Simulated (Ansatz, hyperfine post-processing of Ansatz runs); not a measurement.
# Reading the 7Li spectrum of LiFeP3O9

Calculated values: DFT, PBEsol+U, plane-wave PAW, default files (PAW set soft_2), collinear spin, scalar-relativistic (Ansatz), contact and point-dipole shifts scaled to 330 K with Θ = 0 K (a pure Curie law); spin-only moments, above the ordering temperature.

```xyz
28
Lattice="10.3204 5.9585 4.5301 -5.1602 2.9792 2.2651 0.0000 -5.9585 2.2651" Properties=species:S:1:pos:R:3 pbc="T T T"
Fe   -0.0002    0.0002    6.8941
Fe    5.1600    2.9794    9.1591
P     4.4855    0.0525    3.5216
P     9.6457    3.0317    5.7866
P    -2.2879    3.8582    3.5215
P     2.8722    6.8374    5.7865
P    -2.1974   -3.9107    3.5215
P     2.9628   -0.9315    5.7865
O     3.0957    0.3940    2.7635
O     8.2559    3.3733    5.0286
O     1.4146    1.1488    1.0923
O     6.5747    4.1280    3.3574
O    -0.2609    1.6274    5.4370
O     4.8993    4.6066    7.7021
O    -1.8889    2.4837    2.7635
O     3.2713    5.4629    5.0286
O     1.5396   -0.5876    5.4373
O     6.6998    2.3916    7.7024
O    -1.7024    0.6504    1.0923
O     3.4578    3.6296    3.3573
O     0.2878   -1.7993    1.0929
O     5.4480    1.1800    3.3579
O    -1.2787   -1.0398    5.4370
O     3.8815    1.9395    7.7021
O    -1.2067   -2.8779    2.7635
O     3.9535    0.1013    5.0286
Li   -0.0001    0.0002    4.3625
Li    5.1601    2.9794    6.6276
```

7Li MAS at 9.4 T (155.6 MHz), 62.5 kHz, 330 K; contact and dipolar shift alone, no orbital or quadrupolar part; lines under 1.5 % of the strongest are left out. Lines of the NMR spectrum (strongest = 100):

| position (ppm) | intensity |
| --- | --- |
| -1673.9 | 3.9 |
| -1272.1 | 23 |
| -870.3 | 95 |
| -468.6 | 100 |
| -66.8 | 51 |
| 335.0 | 11 |
| 736.8 | 56 |
| 1138.6 | 34 |
| 1540.4 | 23 |
| 1942.2 | 8.3 |
| 2344.0 | 2.6 |

Q: Find the isotropic shifts among the lines and assign them to the Li sites.

Sidebands are spaced by 402 ppm (the spinning rate over the resonance of 155.6 MHz). An isotropic line need not be the tallest: it is the area-weighted centre of its own family of sidebands, and the one that stays put when the rate is changed. Isotropic shifts: -67 ppm for atom 27 and the 1 atom equivalent to it (1 Fe through links of 75° (3)), reduced anisotropy 1998 ppm.

[Logs are printed without paths, hosts, clocks, repeated set-up lines and the standing remarks that a program may print on its own settings, such as how far it seeks lower states.]

[Hosts, paths, dates, database ids (printed as entryN), source tags and the programs' standing remarks are cut or masked in the printed files.]
